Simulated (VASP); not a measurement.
Runs of VASP 6.6.1 on CuI. The structure is tetragonal, space group P4/nmm (No. 129). Conventional cell: a = 4.090 Å, b = 4.090 Å, c = 6.551 Å, α = 90.00°, β = 90.00°, γ = 90.00°. Around I (site symmetry 4mm) lie 4 Cu at 2.65 Å. Cu (site symmetry -4m2) is surrounded by 4 I at 2.65 Å and 4 Cu at 2.89 Å. Measurements of this composition are mostly on another form, of space group No. 216.

```tsv
level	potentials or basis	gap on the mesh (eV)
r2SCAN	VASP PAW PBE potentials, release 64 (I, Cu)	2.08
PBEsol	VASP PAW PBE potentials, release 64 (I, Cu)	(a)
LDA	VASP PAW LDA potentials, release 64 (I, Cu)	1.45
TB-mBJ	VASP PAW PBE potentials, release 64 (I, Cu)	2.57
```

Alike in all rows: task band structure; no spin polarisation; cell as given; k mesh 8 × 8 × 4; cutoff (eV) 520; smearing gaussian 0.02 eV.

**Question.** Fill in the values left out.

**Answer.** (a) 1.50.

Caveats: spin-orbit coupling is left out, which moves the levels of the heavy elements.

A k mesh can miss the band edges, and the runs leave out spin-orbit coupling on I.
